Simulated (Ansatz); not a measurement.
**Elastic constants of ZrO₂ at 11 GPa (stress–strain coefficients): input and output**

These are results of DFT PBE, scalar-relativistic, plane waves, PAW (Ansatz), not measurements.

Launched with:
```bash
ansatz run input.yaml --threads 1 --pin off --max-ram 3072MiB --backend cpu --events-out ev --progress --plain --runs-dir out
```

Input (bare energies are in eV):
```yaml
crystal:
  lattice:
    - [0.0, 2.5219187124, 2.5219187124]
    - [2.5219187124, 0.0, 2.5219187124]
    - [2.5219187124, 2.5219187124, 0.0]
  atoms:
    - { symbol: Zr, position: [0.0, 0.0, 0.0] }
    - { symbol: O, position: [0.25, 0.25, 0.25] }
    - { symbol: O, position: [0.75, 0.75, 0.75] }
basis:
  ecutwfc: 420
kpoints:
  mp_grid: { grid: [8, 8, 8] }
hamiltonian:
  xc: pbe
scf:
  occupations: { method: fixed }
output:
  forces: true
  stress: true
  eigenvalues: true
elastic:
  mode: relaxed_ion
  stencil: two_point
```

From the output:
```
--- Elastic constants: 2 strain directions × 2 members + reference (group order 48) ---
  dense FFT box of the reference and of every strained cell: 24×24×24
  strains applied: 11, 23; error gains: componentwise 1.00 (the most a stress slope's error grows in a printed constant), spectral 1.73 (1 for all six strains in a standard setting)
  C = ∂σ_k/∂η_j (tension-positive GPa; Voigt order 11 22 33 23 13 12):
       582.837    131.475    131.475     -0.000     -0.000      0.000
       131.475    582.837    131.475      0.000     -0.000      0.000
       131.475    131.475    582.837      0.000      0.000     -0.000
         0.000     -0.000     -0.000     70.444      0.000     -0.000
         0.000     -0.000     -0.000     -0.000     70.444      0.000
         0.000     -0.000     -0.000     -0.000     -0.000     70.444
  reference stress σ⁰ (GPa):    -10.997    -10.997    -10.997     -0.000      0.000     -0.000
  C* (energy form; C + prestress term) asymmetry max|C*_kj − C*_jk| = 1.853e-16 GPa — a small one proves nothing (zero by symmetry where the batch's group is 432, −43m or m−3m); a large one is finite-difference/SCF noise where every solve ...
  moduli (Voigt/Reuss/Hill, GPa): K = 281.93/281.93/281.93   G = 132.54/97.18/114.86   E = 303.38   ν = 0.321
  mechanically stable: yes (min eigenvalue of sym C = 70.44 GPa)
  strain η (Voigt 11):  stress-route row diagonal C_11 = 582.84 GPa, energy-path curvature d²(F+E_count+ΔE)/dδ²/Ω₀ = 583.54 GPa
         δ    σ_11 (GPa) F (eV) n_scf n_hpsi n_pw
    -2.000e-3     -12.1675       -5323.7695621       7   17475    637   relax 0 steps, max|allowed force component| 8.67e-19 eV/Å
     2.000e-3      -9.8361       -5323.7783179       8   17943    638   relax 0 steps, max|allowed force component| 2.96e-18 eV/Å
  strain η (Voigt 23):  stress-route row diagonal C_44 = 70.44 GPa, energy-path curvature d²(F+E_count+ΔE)/dδ²/Ω₀ = 76.34 GPa
         δ    σ_23 (GPa) F (eV) n_scf n_hpsi n_pw
    -2.000e-3      -0.1409       -5323.7741562      10   31041    638   relax 3 steps, max|allowed force component| 3.32e-8 eV/Å
     2.000e-3       0.1409       -5323.7741562      10   31023    638   relax 2 steps, max|allowed force component| 5.82e-7 eV/Å
```

Time: 11 s on 1 thread of Intel(R) Xeon(R) 6975P-C (Granite Rapids) (shared host), peak memory 0.42 GiB.

Other phases may be more stable at this pressure.

This fluorite-type form isn't the usual stable structure of the compound at low pressure.